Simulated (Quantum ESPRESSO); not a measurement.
**B under changes of volume**

One of the cells (6.700 Å³/atom); the others are scaled copies at fixed shape and fractional positions:

```
B
1.0
     1.88524    0.00000    0.00000
     0.00000    1.88524    0.00000
     0.00000    0.00000    1.88524
B
1
Direct
  0.50000 0.50000 0.50000
```

The cell was built by a generator and needn't be a form met in nature.

* Program: Quantum ESPRESSO 7.5
* Functional: PBE
* Potentials or basis: SSSP 1.3 efficiency PBE
* Cutoff: 748 eV
* Density cutoff: 5987 eV
* k mesh: 14 × 14 × 14
* Occupations: fermi-dirac, width 0.05 eV
* Spin: no spin polarisation

```tsv
volume (Å³/atom)	energy over the lowest point (meV/atom)	pressure (GPa)
6.298	19.47	16.0
6.432	8.40	10.2
6.566	2.05	4.8
6.700	0.00	-0.1
6.834	1.86	-4.5
6.968	?	?
7.102	15.95	-12.3
```

**Question.** What does the run at 6.968 Å³/atom give?

**Answer.** Energy over the lowest point 7.29 meV/atom; pressure -8.6 GPa.

Worked out: A Birch-Murnaghan fit of order 3 (a polynomial in V^(-2/3)) to the other rows has its minimum at 6.70 Å³/atom with B0 = V·E''(V) = 234 GPa and B' = 3.7. It gives 7.28 meV/atom at 6.968 Å³/atom, against the run's 7.29, and -dE/dV = -8.5 GPa, against -8.6.

Energies are extrapolated to zero smearing.
